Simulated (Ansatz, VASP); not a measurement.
Two plane-wave programs on Mg

```
Mg
1.0
     3.63445    0.00000    0.00000
     0.00000    3.63445    0.00000
     0.00000    0.00000    3.41087
Mg
2
Cartesian
  0.0000 0.0000 0.0000
  1.8172 1.8172 1.7054
```

Change from the starting cell: biaxial strain in the a-b plane, c and atoms relaxed: -1.0 %.

Alike in both runs: functional PBE; k mesh 12 × 12 × 12; occupations gaussian, width 0.1 eV; no spin polarisation.

Ansatz relaxed the structure, and its values are those at the end. VASP's run is a single point on that final structure, the one shown.

|  | VASP | Ansatz |
| --- | --- | --- |
| version | VASP 6.6.1 | Ansatz 0.2.0 |
| potentials or method | VASP PAW PBE potentials, release 64 (Mg) | scalar-relativistic, plane waves, PAW |
| plane-wave cutoff (eV) | 520 | 420 |
| valence electrons in the cell | 4 | 20 |

Ansatz gave:

- gap on the k mesh at the Fermi level (eV): none
- pressure (GPa): 0.6

What did VASP give for the same quantities?

gap on the k mesh at the Fermi level (eV): none; pressure (GPa): 0.5.

A gap of «none» marks a metal or a gap that the smearing closes. The functional is the same, so the differences come from potentials, cutoffs and numerics. The two sets of potentials don't hold the same shells in valence.
